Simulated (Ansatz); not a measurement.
Ge:

```xyz
2
Lattice="0.0000 2.8289 2.8289 2.8289 0.0000 2.8289 2.8289 2.8289 0.0000" Properties=species:S:1:pos:R:3 pbc="T T T"
Ge    4.2434    4.2434    4.2434
Ge    2.8289    2.8289    2.8289
```

Program: Ansatz 0.2.0. Alike in all runs: cell as given.

Order these runs on this cell by their band gap on the k mesh, lowest first.
A. level r2SCAN; potentials or basis Ansatz PAW; spin SOC, no magnetisation; k mesh 6 × 6 × 6; cutoff (eV) 500; smearing fermi-dirac 0.05 eV; points for each segment of the path 14; mesh quality not flagged
B. level exchange-only PBE; potentials or basis Ansatz NC; spin off; k mesh 8 × 8 × 8; cutoff (eV) 1061; smearing methfessel-paxton 0.1 eV; mesh quality not flagged
C. level r2SCAN50; potentials or basis Ansatz PAW; spin off; k mesh 5 × 5 × 5; cutoff (eV) 500; smearing fermi-dirac 0.05 eV; points for each segment of the path 4; mesh quality not flagged
D. level PBE0; potentials or basis Ansatz PAW; spin off; k mesh 5 × 5 × 5; cutoff (eV) 420; smearing fermi-dirac 0.05 eV; points for each segment of the path 4; mesh quality not flagged
E. level HF; potentials or basis Ansatz PAW; spin off; k mesh 4 × 4 × 4; cutoff (eV) 420; smearing fermi-dirac 0.05 eV; points for each segment of the path 4; mesh quality coarse

B (metal), A (0.35 eV), D (1.50 eV), C (2.87 eV), E (6.28 eV).

Caveats: some runs use coarse meshes; the k mesh misses the band edges, so the gap on the mesh is wider than the one along the path (some runs); this crystal is a semiconductor, whose small gap the functional closes, so the metal is an error of the method (some runs).

Not every run made on this cell is shown here.
